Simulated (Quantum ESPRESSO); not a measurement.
The system is Hf.

```
Hf
1.0
    -1.80500    1.80500    1.80500
     1.80500   -1.80500    1.80500
     1.80500    1.80500   -1.80500
Hf
1
Direct
  0.00000 0.00000 0.00000
```

This isn't the form of Hf at room conditions, which is hcp.

| Item | Value |
| --- | --- |
| Program | Quantum ESPRESSO 7.5 |
| Task | phonons and electron-phonon coupling |
| Functional | LDA |
| Potentials or basis | GBRV 1.5 LDA |
| Cutoff | 612 eV |
| Density cutoff | 4898 eV |
| k mesh | 12 × 12 × 12 |
| Occupations | methfessel-paxton, width 0.272 eV |
| Spin | no spin polarisation |
| Form of the LDA correlation | PZ81 |
| Mixing beta | 0.5 |
| Most SCF iterations | 120 |
| SCF threshold | 2e-10 Ry |
| q mesh | 4 × 4 × 4 |

The cell and the atoms were relaxed first, to 20.48 Å³/atom (a = 2.985 Å, b = 2.985 Å, c = 2.985 Å, α = 109.47°, β = 109.47°, γ = 109.47°), and the response was taken there.

Is this structure dynamically stable at this level, and how far does the spectrum reach?

No: the interpolated spectrum has imaginary modes, down to 84i cm⁻¹ near q = (0.08, 0.08, 0.42). The highest frequency is 136 cm⁻¹.

Phonon frequencies at the corners of the path (cm⁻¹, interpolated; i marks imaginary ones):
```csv
point,frequencies
Γ,0 0 0
H,136 136 136
N,83i 90 90
P,38i 38i 38i
```

Phonon states per cell in windows of 10 cm⁻¹ (negative: imaginary):
| from (cm⁻¹) | total |
| --- | --- |
| -90 | 0.01 |
| -80 | 0.12 |
| -70 | 0.14 |
| -60 | 0.10 |
| -50 | 0.08 |
| -40 | 0.07 |
| -30 | 0.06 |
| -20 | 0.05 |
| -10 | 0.05 |
| 0 | 0.05 |
| 10 | 0.05 |
| 20 | 0.06 |
| 30 | 0.08 |
| 40 | 0.10 |
| 50 | 0.12 |
| 60 | 0.15 |
| 70 | 0.18 |
| 80 | 0.22 |
| 90 | 0.32 |
| 100 | 0.47 |
| 110 | 0.33 |
| 120 | 0.14 |
| 130 | 0.04 |

Caveat: some modes are imaginary; the interpolated spectrum has imaginary branches, which spoil the λ, ω_log and α²F that the log prints; λ from interpolated matrix elements is rough: modes that symmetry makes equal can differ by tens of percent.
